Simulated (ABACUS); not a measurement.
A run of ABACUS 3.10.1 is set up as follows.

The input run_abacus.py:

```python
"""ABACUS run from a structure file: ASE reads it, the script writes STRU, KPT and INPUT."""
import re
import subprocess
import spglib
from ase import Atoms
from ase.io import read
from ase.units import Bohr

atoms = read("GaSb.cif")
cell, frac, numbers = spglib.standardize_cell((atoms.cell[:], atoms.get_scaled_positions(), atoms.numbers), to_primitive=True, symprec=1e-4)
atoms = Atoms(numbers=numbers, cell=cell, scaled_positions=frac, pbc=True)  # the primitive cell
atoms = atoms[(-atoms.numbers).argsort(kind="stable")]  # ABACUS lists atoms element by element
pseudo = {'Sb': 'sb_pbe_v1.4.uspp.F.UPF', 'Ga': 'ga_pbe_v1.4.uspp.F.UPF'}
orbital = {}
magmoms = None
kmesh = [6, 6, 6]
params = {
    'suffix': 'GaSb',
    'calculation': 'scf',
    'basis_type': 'pw',
    'pseudo_dir': './',
    'symmetry': 1,
    'dft_functional': 'GGA_X_RPW86+GGA_C_PBE',
    'ecutwfc': 40,
    'pseudo_rcut': 10,
    'nspin': 1,
    'nbands': 27,
    'ks_solver': 'dav',
    'smearing_method': 'fd',
    'smearing_sigma': 0.00367493,
    'scf_thr': 1e-08,
    'scf_nmax': 100,
    'mixing_type': 'broyden',
    'mixing_beta': 0.7,
    'cal_force': 1,
    'cal_stress': 1,
    'ecutrho': 320,
    'out_chg': 1,
    'kpar': 4,
}

symbols = atoms.get_chemical_symbols()
elements = list(dict.fromkeys(symbols))
lines = ["ATOMIC_SPECIES"] + [f"{e} {atoms.get_masses()[symbols.index(e)]:.4f} {pseudo[e]}" for e in elements]
if orbital:
    lines += ["", "NUMERICAL_ORBITAL"] + [orbital[e] for e in elements]
lines += ["", "LATTICE_CONSTANT", f"{1 / Bohr:.10f}", "", "LATTICE_VECTORS"]
lines += [" ".join(f"{x:.10f}" for x in v) for v in atoms.cell]
lines += ["", "ATOMIC_POSITIONS", "Direct"]
for e in elements:
    lines += ["", e, "0.0", str(symbols.count(e))]
    for i, p in enumerate(atoms.get_scaled_positions(wrap=False)):
        if symbols[i] == e:
            mag = "" if magmoms is None else " mag " + " ".join(str(x) for x in (magmoms[i] if isinstance(magmoms[i], list) else [magmoms[i]]))
            lines.append(" ".join(f"{x:.10f}" for x in p) + " 1 1 1" + mag)
open("STRU", "w").write("\n".join(lines) + "\n")
open("KPT", "w").write("K_POINTS\n0\nGamma\n%d %d %d 0 0 0\n" % tuple(kmesh))
open("INPUT", "w").write("INPUT_PARAMETERS\n" + "".join(f"{k:<20s}{v}\n" for k, v in params.items()))

done = subprocess.run(['mpirun', '-np', '4', 'abacus'])
if done.returncode:
    raise SystemExit(done.returncode)
log = open("OUT.GaSb/running_scf.log").read()
print("final energy (eV):", re.findall(r"FINAL_ETOT_IS (\S+)", log))
```

Contents of GaSb.cif:

```cif
data_GaSb
_cell_length_a 6.11800000
_cell_length_b 6.11800000
_cell_length_c 6.11800000
_cell_angle_alpha 90.00000000
_cell_angle_beta 90.00000000
_cell_angle_gamma 90.00000000
_space_group_name_H-M_alt 'F-43m'
_space_group_name_Hall 'F -4 2 3'
_space_group_IT_number 216
loop_
_space_group_symop_operation_xyz
'x,y,z'
'y,-x,-z'
'-x,-y,z'
'-y,x,-z'
'x,-y,-z'
'y,x,z'
'-x,y,-z'
'-y,-x,z'
'z,x,y'
'-z,y,-x'
'z,-x,-y'
'-z,-y,x'
'-z,x,-y'
'z,y,x'
'-z,-x,y'
'z,-y,-x'
'y,z,x'
'-x,-z,y'
'-y,z,-x'
'x,-z,-y'
'-y,-z,x'
'x,z,y'
'y,-z,-x'
'-x,z,-y'
'x,y+1/2,z+1/2'
'y,-x+1/2,-z+1/2'
'-x,-y+1/2,z+1/2'
'-y,x+1/2,-z+1/2'
'x,-y+1/2,-z+1/2'
'y,x+1/2,z+1/2'
'-x,y+1/2,-z+1/2'
'-y,-x+1/2,z+1/2'
'z,x+1/2,y+1/2'
'-z,y+1/2,-x+1/2'
'z,-x+1/2,-y+1/2'
'-z,-y+1/2,x+1/2'
'-z,x+1/2,-y+1/2'
'z,y+1/2,x+1/2'
'-z,-x+1/2,y+1/2'
'z,-y+1/2,-x+1/2'
'y,z+1/2,x+1/2'
'-x,-z+1/2,y+1/2'
'-y,z+1/2,-x+1/2'
'x,-z+1/2,-y+1/2'
'-y,-z+1/2,x+1/2'
'x,z+1/2,y+1/2'
'y,-z+1/2,-x+1/2'
'-x,z+1/2,-y+1/2'
'x+1/2,y,z+1/2'
'y+1/2,-x,-z+1/2'
'-x+1/2,-y,z+1/2'
'-y+1/2,x,-z+1/2'
'x+1/2,-y,-z+1/2'
'y+1/2,x,z+1/2'
'-x+1/2,y,-z+1/2'
'-y+1/2,-x,z+1/2'
'z+1/2,x,y+1/2'
'-z+1/2,y,-x+1/2'
'z+1/2,-x,-y+1/2'
'-z+1/2,-y,x+1/2'
'-z+1/2,x,-y+1/2'
'z+1/2,y,x+1/2'
'-z+1/2,-x,y+1/2'
'z+1/2,-y,-x+1/2'
'y+1/2,z,x+1/2'
'-x+1/2,-z,y+1/2'
'-y+1/2,z,-x+1/2'
'x+1/2,-z,-y+1/2'
'-y+1/2,-z,x+1/2'
'x+1/2,z,y+1/2'
'y+1/2,-z,-x+1/2'
'-x+1/2,z,-y+1/2'
'x+1/2,y+1/2,z'
'y+1/2,-x+1/2,-z'
'-x+1/2,-y+1/2,z'
'-y+1/2,x+1/2,-z'
'x+1/2,-y+1/2,-z'
'y+1/2,x+1/2,z'
'-x+1/2,y+1/2,-z'
'-y+1/2,-x+1/2,z'
'z+1/2,x+1/2,y'
'-z+1/2,y+1/2,-x'
'z+1/2,-x+1/2,-y'
'-z+1/2,-y+1/2,x'
'-z+1/2,x+1/2,-y'
'z+1/2,y+1/2,x'
'-z+1/2,-x+1/2,y'
'z+1/2,-y+1/2,-x'
'y+1/2,z+1/2,x'
'-x+1/2,-z+1/2,y'
'-y+1/2,z+1/2,-x'
'x+1/2,-z+1/2,-y'
'-y+1/2,-z+1/2,x'
'x+1/2,z+1/2,y'
'y+1/2,-z+1/2,-x'
'-x+1/2,z+1/2,-y'
loop_
_atom_site_label
_atom_site_type_symbol
_atom_site_symmetry_multiplicity
_atom_site_Wyckoff_symbol
_atom_site_fract_x
_atom_site_fract_y
_atom_site_fract_z
_atom_site_occupancy
Sb1 Sb 4 c 0.2500000000 0.2500000000 0.2500000000 1
Ga1 Ga 4 a 0.0000000000 0.0000000000 0.0000000000 1
```

Potentials or basis: GBRV ultrasoft 1.5 PBE, plane waves.

Command:

```sh
$ OMP_NUM_THREADS=1 python run_abacus.py > log
```

(1) What does it give for the band gap on the k mesh?

(2) Predict the pressure.

## Answers

(1) none (metal or under the smearing width).

(2) 4.7 GPa.

Caveat: the potentials were made for another functional, which shifts forces and pressure; this crystal is a semiconductor, whose small gap the functional closes, so the metal is an error of the method.

**The experiment to reproduce.**

From a printed reference work, data compilation, for a bulk crystal of GaSb at 4.2 K: band gap 0.811 eV (direct).

A measured gap of GaSb is 0.811 eV (direct; 4.2 K; a printed reference work, data compilation); the calculated 0.00 eV misses it by -0.81 eV. Spin-orbit coupling on Ga, Sb is left out. The value is that of rPW86PBE on a finite k mesh, which can miss the band edges, without temperature or zero-point motion.
